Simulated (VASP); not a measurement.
CuO, 2 atoms in the cell. The structure is hexagonal, space group P-6m2 (No. 187). Conventional cell: a = 2.836 Å, b = 2.836 Å, c = 2.768 Å, α = 90.00°, β = 90.00°, γ = 120.00°. Cu (site symmetry -6m2) has 6 O at 2.14 Å as nearest neighbours. O (site symmetry -6m2) has 6 Cu at 2.14 Å as nearest neighbours. Measurements of this composition are mostly on another form, of space group No. 15.

* Program: VASP 6.6.1
* Task: electric field gradients
* Functional: PBE
* Potentials or basis: VASP PAW PBE potentials, release 64 (Cu, O)
* Cutoff: 520 eV
* k mesh: 11 × 11 × 10
* Occupations: gaussian, width 0.02 eV
* Spin: no spin polarisation
* Further INCAR settings: ALGO = Normal; EDIFF = 1e-08

Potentials or basis: VASP PAW PBE potentials, release 64 (Cu, O).

Run with:

```console
$ cat potpaw_PBE.64/Cu/POTCAR potpaw_PBE.64/O/POTCAR > POTCAR
$ mpirun -np 1 vasp_std > vasp.out
```

Hardware: 1 thread of Intel(R) Xeon(R) 6975P-C (Granite Rapids), with other jobs on the host.

Estimate the wall time of this run.

Wall time 10 s on 1 thread of Intel(R) Xeon(R) 6975P-C (Granite Rapids), on a shared host, peak memory 0.15 GiB. Counts: scf iterations 16, k points 96.
